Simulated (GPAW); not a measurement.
Here is a GPAW 26.7.0 calculation.

run.py

```python
from ase.calculators.mixing import SumCalculator
from ase.filters import FrechetCellFilter
from ase.io import read, write
from ase.optimize import BFGS
from dftd3.ase import DFTD3
from gpaw import GPAW, PW, setup_paths

setup_paths.insert(0, '.')

atoms = read('POSCAR')

calc = GPAW(mode=PW(600),
            xc='BLYP',
            kpts={'size': (8, 8, 8), 'gamma': True},
            occupations={'name': 'fermi-dirac', 'width': 0.05},
            nbands=19,
            convergence={'density': 1e-05, 'forces': 0.0001},
            eigensolver='davidson',
            maxiter=150,
            txt='gpaw.txt')
atoms.calc = SumCalculator([calc, DFTD3(method='blyp', damping='d3bj')])
opt = BFGS(FrechetCellFilter(atoms), trajectory='relax.traj', logfile='-')
done = opt.run(fmax=0.02, steps=60)
calc.write('gs.gpw')
write('result.traj', atoms)
print('Converged:', done)
print('Cell:', atoms.cell.cellpar().round(4))
print('Volume:', round(atoms.get_volume(), 4))
print(atoms.get_scaled_positions().round(5))
```

Contents of POSCAR:

```
TiTe
1.0
    0.0000000000      3.0500668100      3.0500668100
    3.0500668100      0.0000000000      3.0500668100
    3.0500668100      3.0500668100      0.0000000000
Ti Te
1 1
Direct
    0.5000000000      0.5000000000      0.5000000000
    0.0000000000      0.0000000000      0.0000000000
```

Potentials or basis: PAW data sets generated in the run's folder for this functional, pw.

The run is started by

```sh
$ gpaw-setup -f BLYP Te Ti
$ OMP_NUM_THREADS=1 python run.py
```

What does it give for the relaxed volume?

21.29 Å³/atom.

Estimate the dispersion energy per atom.

-1.384 eV.

Predict the space group after relaxing (to 0.05 Å).

Fm-3m (No. 225).

Final structure:
```
Ti Te
1.0
     0.00000    2.77176    2.77176
     2.77176    0.00000    2.77176
     2.77176    2.77176    0.00000
Ti Te
1 1
Cartesian
  2.7718 2.7718 2.7718
  0.0000 0.0000 0.0000
```

Caveat: later steps reuse the first step's grids; the volume moved by over 15 % at a fixed basis, so the end points are rough; pairwise dispersion overbinds metals, which lowers pressure and volume. The run has no spin-orbit coupling, so splittings on Te are missing.
